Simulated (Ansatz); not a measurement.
# MgF2: the cell at several levels of theory

One table from this session's results is given with a row withheld; the runs are named, their logs left out.

Program: Ansatz 0.2.0. PAW datasets, plane waves, zero pressure. Spin-unpolarised throughout; all numbers are computed.

## The cell

It is tetragonal, P4_2/mnm (No. 136); conventional cell a = 4.625 Å, c = 3.052 Å, 10.88 Å³ an atom. Around Mg lie 6 F at 1.98–2.00 Å; around F lie 3 Mg at 1.98–2.00 Å.

Coordinates:

```
Mg F
1.0
     4.62500    0.00000    0.00000
     0.00000    4.62500    0.00000
     0.00000    0.00000    3.05200
Mg F
2 4
Direct
  0.00000 0.00000 0.00000
  0.50000 0.50000 0.50000
  0.30300 0.30300 0.00000
  0.19700 0.80300 0.50000
  0.69700 0.69700 0.00000
  0.80300 0.19700 0.50000
```

Set-up of the first run:

The input, input.yaml:

```yaml
crystal:
  lattice:
    - [4.625, 0.0, 0.0]
    - [0.0, 4.625, 0.0]
    - [0.0, 0.0, 3.052]
  atoms:
    - { symbol: Mg, position: [0.0, 0.0, 0.0] }
    - { symbol: Mg, position: [0.5, 0.5, 0.5] }
    - { symbol: F, position: [0.303, 0.303, 0.0] }
    - { symbol: F, position: [0.197, 0.803, 0.5] }
    - { symbol: F, position: [0.697, 0.697, 0.0] }
    - { symbol: F, position: [0.803, 0.197, 0.5] }
kpoints:
  mp_grid: { grid: [6, 6, 8] }
hamiltonian:
  xc: pbe
scf:
  occupations: { method: fermi_dirac, width: 0.02 }
relax:
  f_tol: 0.005
  cell: {}
```

Command:

```
> ansatz run input.yaml --threads 4 --pin off --max-ram 9216MiB --backend cpu --events-out ev --progress --plain --runs-dir out
```

Steps of the session up to this table: PBE: cell and atoms; r2SCAN: cell and atoms; Relaxing with PBEsol; Relaxation with LDA.

One table of the session follows, with a row left open; its other results are not shown here.

It belongs to the step «The cells side by side». 

```
 level  a (Å)  c (Å)  volume (Å³/atom)
   PBE      ?      ?                 ?
r2SCAN  4.622  3.046            10.846
PBEsol  4.639  3.063            10.985
   LDA  4.556  3.012            10.421
```

Estimate the missing values for PBE.

As computed: a (Å): 4.698; c (Å): 3.093; volume (Å³/atom): 11.376. In the column «a (Å)» it is the highest.

In words: The first relaxation changed the volume by +4.6 % from the start. LDA gives the smallest cell and PBE the largest; they differ by 9.2 % in volume, a mean of 3.0 % in length.
